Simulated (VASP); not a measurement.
Runs of VASP 6.6.1 on Ag. It takes space group Fm-3m (No. 225, cubic). The conventional cell has a = 4.085 Å, b = 4.085 Å, c = 4.085 Å, α = 90.00°, β = 90.00°, γ = 90.00°. Ag (site symmetry m-3m) is surrounded by 12 Ag at 2.89 Å. 

| task | level | potentials or basis | spin | U | cell | k mesh | cutoff (eV) | smearing | k mesh for the DOS | other keys | gap on the mesh (eV) | pressure (GPa) |
| --- | --- | --- | --- | --- | --- | --- | --- | --- | --- | --- | --- | --- |
| density of states | r2SCAN+rVV10+U | VASP PAW PBE potentials, release 64 (Ag) | off | Ag d U = 4.5 eV | cell strained at random at fixed volume | 11 × 11 × 11 | 520 | tetrahedron | - | - | none | -1.5 |
| optical spectrum | revPBE+dDsC | VASP PAW PBE potentials, release 64 (Ag) | off | - | cell strained at random at fixed volume | 11 × 11 × 11 | 520 | methfessel-paxton 0.2 eV | - | - | none | -0.6 |
| single point | LDA | VASP PAW LDA potentials, release 64 (Ag_GW) | off | - | as given | 11 × 11 × 11 | 550 | gaussian 0.02 eV | - | - | none | -7.8 |
| atomic charges | AM05 | VASP PAW PBE potentials, release 64 (Ag) | non-collinear, ferromagnetic start | - | volume scaled by 1.15 | 8 × 8 × 8 | 520 | fermi-dirac 0.02 eV | - | - | none | (a) |

Task: Fill in the values left out.

Result: (a) -11.0.

Caveats: the PAW data sets were made with another functional, which shifts forces and pressure a little (some runs); pairwise dispersion overbinds metals, which lowers pressure and volume (some runs); U without spin polarisation on a metal has little footing (some runs); the U is typed as a test and isn't derived for this compound (some runs); tetrahedron occupations give inexact forces and stress in metals (some runs); spectra need much finer meshes, so this one isn't converged (some runs); independent-particle spectra lack excitons (some runs).

A k mesh can miss the band edges, and the runs leave out spin-orbit coupling on Ag.

A gap of «none» marks a metal or a gap under the smearing width.

Runs at the PBE level aren't shown here.
